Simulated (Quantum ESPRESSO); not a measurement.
Crystal: Ni.

```
Ni
1.0
     0.00000    1.73757    1.73757
     1.73757    0.00000    1.73757
     1.73757    1.73757    0.00000
Ni
1
Direct
  0.00000 0.00000 0.00000
```

Below is the output of Quantum ESPRESSO 7.5 for this cell. Logs are shortened: lines on timing, memory, paths and dates and some standing lists are left out, and cuts for length are marked.

```text
This program is part of the open-source Quantum ESPRESSO suite
     for quantum simulation of materials; please cite
[... 6 lines left out ...]
     using ibrav=0 with symmetry is DISCOURAGED, use correct ibrav instead

     K-points division:     npool     =       2
     Subspace diagonalization in iterative solution of the eigenvalue problem:
     a serial algorithm will be used

     G-vector sticks info
     --------------------
     sticks:   dense  smooth     PW     G-vecs:    dense   smooth      PW
     Sum         535     265     91                 8099     2891     609

     Using Slab Decomposition

     bravais-lattice index     =            0
     lattice parameter (alat)  =       4.6436  a.u.
     unit-cell volume          =      70.8037 (a.u.)^3
     number of atoms/cell      =            1
     number of atomic types    =            1
     number of electrons       =        18.00
     number of Kohn-Sham states=           18
     kinetic-energy cutoff     =      45.0000  Ry
     charge density cutoff     =     360.0000  Ry
     scf convergence threshold =      2.0E-10
     mixing beta               =       0.3000
     number of iterations used =            8  plain     mixing
     energy convergence thresh.=      1.0E-05
     force convergence thresh. =      4.0E-04
     press convergence thresh. =      3.0E-01
     Exchange-correlation= SLA  PW   PSX  PSC
                           (   1   4  10   8   0   0   0)
     nstep                     =           40

     celldm(1)=   4.643623  celldm(2)=   0.000000  celldm(3)=   0.000000
     celldm(4)=   0.000000  celldm(5)=   0.000000  celldm(6)=   0.000000

     crystal axes: (cart. coord. in units of alat)
               a(1) = (   0.000000   0.707107   0.707107 )
               a(2) = (   0.707107   0.000000   0.707107 )
               a(3) = (   0.707107   0.707107   0.000000 )

     reciprocal axes: (cart. coord. in units 2 pi/alat)
               b(1) = ( -0.707107  0.707107  0.707107 )
               b(2) = (  0.707107 -0.707107  0.707107 )
               b(3) = (  0.707107  0.707107 -0.707107 )

     PseudoPot. # 1 for Ni read from file:
     ni_pbesol_v1.4.uspp.F.UPF
     Pseudo is Ultrasoft + core correction, Zval = 18.0
     Generated by new atomic code, or converted to UPF format
     Using radial grid of  865 points,  6 beta functions with:
                l(1) =   0
                l(2) =   0
                l(3) =   1
[... 2370 lines left out ...]
     press convergence thresh. =      3.0E-01
     Exchange-correlation= SLA  PW   PSX  PSC
                           (   1   4  10   8   0   0   0)

     celldm(1)=   4.643623  celldm(2)=   0.000000  celldm(3)=   0.000000
     celldm(4)=   0.000000  celldm(5)=   0.000000  celldm(6)=   0.000000

     crystal axes: (cart. coord. in units of alat)
               a(1) = (   0.000000   0.703664   0.703664 )
               a(2) = (   0.703664   0.000000   0.703664 )
               a(3) = (   0.703664   0.703664  -0.000000 )

     reciprocal axes: (cart. coord. in units 2 pi/alat)
               b(1) = ( -0.710567  0.710567  0.710567 )
               b(2) = (  0.710567 -0.710567  0.710567 )
               b(3) = (  0.710567  0.710567 -0.710567 )

     PseudoPot. # 1 for Ni read from file:
     ni_pbesol_v1.4.uspp.F.UPF
     Pseudo is Ultrasoft + core correction, Zval = 18.0
     Generated by new atomic code, or converted to UPF format
     Using radial grid of  865 points,  6 beta functions with:
                l(1) =   0
                l(2) =   0
                l(3) =   1
                l(4) =   1
                l(5) =   2
                l(6) =   2
     Q(r) pseudized with 10 coefficients,  rinner =    0.980   0.980   0.980
                                                       0.980   0.980

     atomic species   valence    mass     pseudopotential
     Ni               18.00    58.69340     Ni( 1.00)

     Starting magnetic structure
     atomic species   magnetization
     Ni              0.033

     48 Sym. Ops., with inversion, found

   Cartesian axes

     site n.     atom                  positions (alat units)
         1        Ni     tau(   1) = (   0.0000000   0.0000000   0.0000000  )

     number of k points=    35  Fermi-Dirac smearing, width (Ry)=  0.0037
                       cart. coord. in units 2pi/alat
        k(    1) = (   0.0000000   0.0000000   0.0000000), wk =   0.0013717
        k(    2) = (   0.0789518   0.0789518  -0.0789518), wk =   0.0109739
        k(    3) = (   0.1579037   0.1579037  -0.1579037), wk =   0.0109739
        k(    4) = (   0.2368555   0.2368555  -0.2368555), wk =   0.0109739
        k(    5) = (   0.3158074   0.3158074  -0.3158074), wk =   0.0109739
        k(    6) = (   0.1579037   0.0000000  -0.0000000), wk =   0.0082305
[... 27 lines left out ...]
        k(   34) = (  -0.0000000  -0.4737111   0.6316148), wk =   0.0329218
        k(   35) = (  -0.0789518  -0.3947592   0.7105666), wk =   0.0329218

     Dense  grid:     7991 G-vectors     FFT dimensions: (  27,  27,  27)

     Smooth grid:     2741 G-vectors     FFT dimensions: (  20,  20,  20)

     Check: negative core charge=   -0.000008
     Generating pointlists ...

     Initial potential from superposition of free atoms

     starting charge      16.0000, renormalised to      18.0000
     Starting wfcs are   13 randomized atomic wfcs +    5 random wfcs

     Self-consistent Calculation

     iteration #  1     ecut=    45.00 Ry     beta= 0.30
     Davidson diagonalization with overlap
     ethr =  1.00E-06,  avg # of iterations = 11.9
[... 576 lines left out ...]
          total   stress  (Ry/bohr**3)                   (kbar)     P=       -1.29
  -0.00000876   0.00000000  -0.00000000           -1.29        0.00       -0.00
   0.00000000  -0.00000876  -0.00000000            0.00       -1.29       -0.00
  -0.00000000   0.00000000  -0.00000876           -0.00        0.00       -1.29

=------------------------------------------------------------------------------=
   JOB DONE.
=------------------------------------------------------------------------------=
```

**Question.** Write the input and the command behind it.

**Answer.** Relaxation of cell and atoms with PBEsol, collinear spin, ferromagnetic start. The files as run (others can give the same):

pw.in
```
&CONTROL
  calculation = 'vc-relax'
  prefix = 'pwscf'
  outdir = './tmp'
  pseudo_dir = './pseudo'
  tprnfor = .true.
  tstress = .true.
  disk_io = 'low'
  nstep = 40
  forc_conv_thr = 0.0004
  etot_conv_thr = 1d-05
/
&SYSTEM
  ibrav = 0
  nat = 1
  ntyp = 1
  ecutwfc = 45
  ecutrho = 360
  nbnd = 18
  occupations = 'smearing'
  smearing = 'fd'
  degauss = 0.00367493
  nspin = 2
  starting_magnetization(1) = 0.0556
/
&ELECTRONS
  conv_thr = 2d-10
  electron_maxstep = 120
  mixing_beta = 0.3
/
&IONS
  ion_dynamics = 'bfgs'
/
&CELL
  cell_dynamics = 'bfgs'
  press = 0
  press_conv_thr = 0.3
/
ATOMIC_SPECIES
Ni    58.6934 ni_pbesol_v1.4.uspp.F.UPF
CELL_PARAMETERS bohr
   0.0000000000    3.2835369649    3.2835369649
   3.2835369649    0.0000000000    3.2835369649
   3.2835369649    3.2835369649    0.0000000000
ATOMIC_POSITIONS bohr
Ni     0.0000000000    0.0000000000    0.0000000000
K_POINTS automatic
9 9 9 0 0 0
```

Potentials or basis: GBRV 1.5 PBEsol.
Command:
```bash
$ OMP_NUM_THREADS=1 mpirun -n 2 pw.x -nk 2 -in pw.in > pw.out
```

Caveat: the k mesh is coarse.
